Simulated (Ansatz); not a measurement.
Zincblende CuCl, relaxed with r2SCAN, was run in the plane-wave code Ansatz under altered settings. All numbers are computed, without spin polarisation but where a row says otherwise.

```yaml
crystal:
  lattice:
    - [0.00000, 2.67876, 2.67876]
    - [2.67876, 0.00000, 2.67876]
    - [2.67876, 2.67876, 0.00000]
  atoms:
    - { symbol: Cu, position: [0.00000, 0.00000, 0.00000] }
    - { symbol: Cl, position: [0.25000, 0.25000, 0.25000] }
```

The base run's other keys:
```yaml
kpoints:
  mp_grid: { grid: [4, 4, 4] }
hamiltonian:
  xc: hse06
scf:
  occupations: { method: fixed }
  n_extra_bands: 4
```

It takes 14 iterations with 749 plane waves at 420 eV and 8 k points, and leaves a mean stress of +2.74 GPa. The gap over this mesh is 2.418 eV. It ran on 4 threads of Arm Neoverse N1, on a shared host.

Outcomes, with energy and stress as changes against the base:
```tsv
setting	outcome	ΔF (meV/atom)	Δ mean stress (GPa)	gap on the mesh (eV)	iterations	wall time
PBE hybrid, exx coeff 0.3, omega 0.2078 1/Å	converged	–	+0.1	2.795	17	8.2 s
PBE hybrid, exx coeff 0.3, omega 0.5 1/Å	converged	–	+0.3	2.010	16	8.3 s
PBE hybrid, exx coeff 1.0, omega 0.5 1/Å	converged	–	+2.4	5.433	26	10 s
PBE hybrid, exx coeff 0.05, omega 0.5 1/Å	converged	–	-0.5	0.821	11	6.9 s
kpoints.mp_grid.grid: [5, 5, 5]	converged	-3.7	-0.1	2.411	14	12 s
```
A dash marks a value that wasn't obtained or can't be compared. Stress is positive in compression. The base took 7.3 s.

- PBE hybrid, exx coeff 0.3, omega 0.2078 1/Å. That is 30 % exact exchange, screened with ω = 0.2078 1/Å, against HSE06's 25 % screened at 0.208 1/Å. The mean stress moves by +0.1 GPa and the gap on the mesh by +0.377 eV (to 2.795). Totals of different functionals aren't comparable.
- PBE hybrid, exx coeff 0.3, omega 0.5 1/Å. That is 30 % exact exchange, screened with ω = 0.5 1/Å, against HSE06's 25 % screened at 0.208 1/Å. The mean stress moves by +0.3 GPa and the gap on the mesh by -0.407 eV (to 2.010). Totals of different functionals aren't comparable.
- PBE hybrid, exx coeff 1.0, omega 0.5 1/Å. That is 100 % exact exchange, screened with ω = 0.5 1/Å, against HSE06's 25 % screened at 0.208 1/Å. The mean stress moves by +2.4 GPa and the gap on the mesh by +3.015 eV (to 5.433). Totals of different functionals aren't comparable.
- PBE hybrid, exx coeff 0.05, omega 0.5 1/Å. That is 5 % exact exchange, screened with ω = 0.5 1/Å, against HSE06's 25 % screened at 0.208 1/Å. The mean stress moves by -0.5 GPa and the gap on the mesh by -1.597 eV (to 0.821). Totals of different functionals aren't comparable.

The stress of a hybrid is loosely converged in these runs.

The meshes of the hybrids are coarse, so their gaps aren't converged to the digits shown.
